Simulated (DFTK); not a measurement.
A run of DFTK 0.8.2 is set up as follows.

run.jl

```julia
using DFTK
using PseudoPotentialData
using Unitful, UnitfulAtomic
using LinearAlgebra, Printf
include("save.jl")
disable_threading()

# lattice vectors are the columns
lattice = austrip(1u"Å") * [           0.0         2.9305         2.9305;
                   2.9305            0.0         2.9305;
                   2.9305         2.9305            0.0]
symbols   = [:In, :P]
positions = [[0.0, 0.0, 0.0],
             [0.75, 0.75, 0.75]]
pseudopotentials = PseudoFamily("dojo.nc.sr.pbesol.v0_4_1.standard.upf")
elements = Dict(s => ElementPsp(s, pseudopotentials) for s in unique(symbols))
atoms    = [elements[s] for s in symbols]

build_model(lattice, positions; symmetries=true) =
    model_DFT(lattice, atoms, positions;
              functionals=PBEsol(),
              temperature=austrip(0.05u"eV"),
              smearing=Smearing.FermiDirac(),
              symmetries)
Ecut  = 35.0  # hartree
kgrid = [8, 8, 8]
tol   = 1e-6
to_GPa = ustrip(uconvert(u"GPa", 1u"hartree/bohr^3"))

model = build_model(lattice, positions)
basis = PlaneWaveBasis(model; Ecut, kgrid)
display(basis)
scfres = self_consistent_field(basis;
                               tol,
                               nbandsalg=AdaptiveBands(model; n_bands_converge=14))
display(scfres.energies)
@printf "Fermi level: %.6f eV\n" ustrip(auconvert(u"eV", something(scfres.εF, NaN)))
forces = compute_forces_cart(scfres)
println("Forces (eV/Å)")
for (s, f) in zip(symbols, forces)
    @printf "%-3s %12.6f %12.6f %12.6f\n" s ustrip.(auconvert.(u"eV/Å", f))...
end
stress = compute_stresses_cart(scfres)
println("Stress (GPa)")
display(round.(stress * to_GPa; digits=4))
println("Levels at the first k-point (eV): ", round.(ustrip.(auconvert.(u"eV", scfres.eigenvalues[1][1:scfres.n_bands_converge])); digits=4))
save_scf!(scfres; forces, stress)
```

Potentials or basis: dojo.nc.sr.pbesol.v0_4_1.standard.upf (PBEsol).

Launch:

```console
$ julia --threads=1 run.jl  # save.jl only writes the numbers to a file and isn't shown; printed stress counts tension as positive; times include loading and compiling
```

Q: What does it give for the band gap on the k mesh?

A: 0.61 eV, direct.

Q: Estimate the pressure.

A: 0.7 GPa.

Caveat: spin-orbit coupling is left out, which moves the levels of the heavy elements.

**Experimental background.**

From a printed reference work, data compilation, for a bulk crystal of InP at 1.6 K: band gap 1.4236 eV (direct).

A measured gap of InP is 1.4236 eV (direct; 1.6 K; a printed reference work, data compilation); the calculated 0.61 eV misses it by -0.81 eV. Spin-orbit coupling on In is left out. The value is that of PBEsol, without temperature or zero-point motion. Semilocal functionals fall short of measured gaps as a rule.
